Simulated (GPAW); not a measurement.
Crystal: TaN.

```
Ta N
1.0
     0.00000    2.21132    2.21132
     2.21132    0.00000    2.21132
     2.21132    2.21132    0.00000
Ta N
1 1
Cartesian
  2.2113 2.2113 2.2113
  0.0000 0.0000 0.0000
```

The cell comes from a database or a generator and needn't be the stable form of this composition.

```yaml
Program: GPAW 26.7.0
Task: relaxation of cell and atoms
Functional: revPBE
Dispersion: D4
Potentials_or_basis: the program's PAW data sets (release 1.2.1) made for this functional
Cutoff: 800 eV
Basis: pw
k_mesh: 10 × 10 × 10
Occupations: fermi-dirac, width 0.05 eV
Spin: no spin polarisation
```

At the start: pressure -7.6 GPa; volume 10.81 Å³/atom.

Where does the relaxation end?

Over 3 steps the energy falls by 5.0 meV/atom and the volume is 10.56 Å³/atom (-2.3 %); space group Fm-3m (No. 225, to 0.05 Å).

Step by step:
| step | energy change (eV) | largest force (eV/Å) | pressure (GPa) | volume (Å³) |
| --- | --- | --- | --- | --- |
| 1 | 0.0000 | 0.0000 | -7.57 | 21.63 |
| 2 | -0.0077 | 0.0000 | -4.12 | 21.39 |
| 3 | -0.0100 | 0.0000 | 0.13 | 21.12 |

Final structure:
```cif
data_structure
_symmetry_space_group_name_H-M 'P 1'
_symmetry_Int_Tables_number 1
_cell_length_a 3.1027
_cell_length_b 3.1027
_cell_length_c 3.1027
_cell_angle_alpha 60.000
_cell_angle_beta 60.000
_cell_angle_gamma 60.000
_cell_volume 21.12
loop_
_atom_site_label
_atom_site_type_symbol
_atom_site_fract_x
_atom_site_fract_y
_atom_site_fract_z
_atom_site_occupancy
Ta1 Ta 0.50000 0.50000 0.50000 1
N1 N 0.00000 0.00000 0.00000 1
```

Caveat: later steps reuse the first step's grids; pairwise dispersion overbinds metals, which lowers pressure and volume.
